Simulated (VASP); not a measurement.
Level of theory: PBE GGA, VASP's PBE PAW potentials (set 64) (plane waves; VASP).

VASP ran on this input.

### INCAR
```
! general
SYSTEM =LiI
PREC   =Accurate
ENCUT  =520
LREAL  =F
LASPH  =T
ICHARG =11   ! fixed density

! electronic loop
EDIFF  =1E-6   ! SCF stop (eV)
NELM   =100   ! most electronic steps
ALGO   =Normal
LMAXMIX=4   ! l cut-off of mixed one-centre charges

! smearing
ISMEAR =0   ! Gaussian
SIGMA  =0.05   ! width (eV)

! functional
GGA    =PE   ! PBE

! output
LWAVE  =F
LCHARG =F
```

File POSCAR:
```
LiI
1
    0.0000000000     3.0100000000     3.0100000000
    3.0100000000     0.0000000000     3.0100000000
    3.0100000000     3.0100000000     0.0000000000
Li I
1 1
Direct
  0.0000000000   0.0000000000   0.0000000000
  0.5000000000   0.5000000000   0.5000000000
```

KPOINTS:
```
k-points along high-symmetry lines
15
Line-mode
Reciprocal
  0.000000   0.000000   0.000000 ! GAMMA
  0.500000   0.000000   0.500000 ! X

  0.500000   0.000000   0.500000 ! X
  0.625000   0.250000   0.625000 ! U

  0.375000   0.375000   0.750000 ! K
  0.000000   0.000000   0.000000 ! GAMMA

  0.000000   0.000000   0.000000 ! GAMMA
  0.500000   0.500000   0.500000 ! L

  0.500000   0.500000   0.500000 ! L
  0.500000   0.250000   0.750000 ! W

  0.500000   0.250000   0.750000 ! W
  0.500000   0.000000   0.500000 ! X
```

POTCAR, in this order: Li_sv I (PBE.64 set). Program: vasp_std. Read from the step before: CHGCAR.

What VASP printed:

File OSZICAR:
```
       N       E                     dE             d eps       ncg     rms          rms(c)
DAV:   1     0.382711256171E+02    0.38271E+02   -0.36451E+03  1620   0.968E+02
DAV:   2    -0.350077475601E+01   -0.41772E+02   -0.39679E+02  2196   0.135E+02
DAV:   3    -0.528172108334E+01   -0.17809E+01   -0.17795E+01  2043   0.324E+01
DAV:   4    -0.533515451917E+01   -0.53433E-01   -0.53385E-01  2584   0.590E+00
DAV:   5    -0.533582345505E+01   -0.66894E-03   -0.66889E-03  2266   0.552E-01
DAV:   6    -0.533583416502E+01   -0.10710E-04   -0.10710E-04  2618   0.631E-02
DAV:   7    -0.533583423889E+01   -0.73866E-07   -0.73867E-07  2290   0.464E-03
   1 F= -.53358342E+01 E0= -.53358342E+01  d E =-.325529E-14
```

File OUTCAR:
```
 val. band max:        2.0919555369   @ k =   0.0804   0.0804   0.1607

 cond. band min:       6.3415353874   @ k =   0.0000   0.0000   0.0000



 k-point     1 :       0.0000    0.0000    0.0000
  band No.  band energies     occupation
      1     -43.2949      2.00000
      2      -9.5455      2.00000
      3       2.0817      2.00000
      4       2.0817      2.00000
      5       2.0817      2.00000
      6       6.3415      0.00000
      7      10.3620      0.00000
      8      10.3620      0.00000
      9      10.3620      0.00000

 k-point     2 :       0.0357    0.0000    0.0357
  band No.  band energies     occupation
      1     -43.2949      2.00000
      2      -9.5379      2.00000
      3       2.0294      2.00000
      4       2.0630      2.00000
      5       2.0630      2.00000
      6       6.4138      0.00000
      7      10.2624      0.00000
      8      10.3731      0.00000
      9      10.3731      0.00000

 k-point     3 :       0.0714    0.0000    0.0714
  band No.  band energies     occupation
      1     -43.2949      2.00000
      2      -9.5153      2.00000
      3       1.8820      2.00000
      4       2.0085      2.00000
      5       2.0085      2.00000
      6       6.6206      0.00000
      7      10.0131      0.00000
      8      10.4093      0.00000
      9      10.4210      0.00000

 k-point     4 :       0.1071    0.0000    0.1071
  band No.  band energies     occupation
      1     -43.2948      2.00000
      2      -9.4783      2.00000
      3       1.6617      2.00000
      4       1.9231      2.00000
      5       1.9231      2.00000
      6       6.9376      0.00000
      7       9.6955      0.00000
      8       9.9153      0.00000
      9      10.4763      0.00000

 k-point     5 :       0.1429    0.0000    0.1429
  band No.  band energies     occupation
      1     -43.2948      2.00000
      2      -9.4281      2.00000
      3       1.3928      2.00000
      4       1.8138      2.00000
...
```

The density is held fixed in this step, so its total energy and stress have no physical meaning. Unless said otherwise, spin-orbit coupling is left out, though it shifts the bands of the heavy elements here.

The compound is LiI in the rock salt structure. The cell was not relaxed at this level.
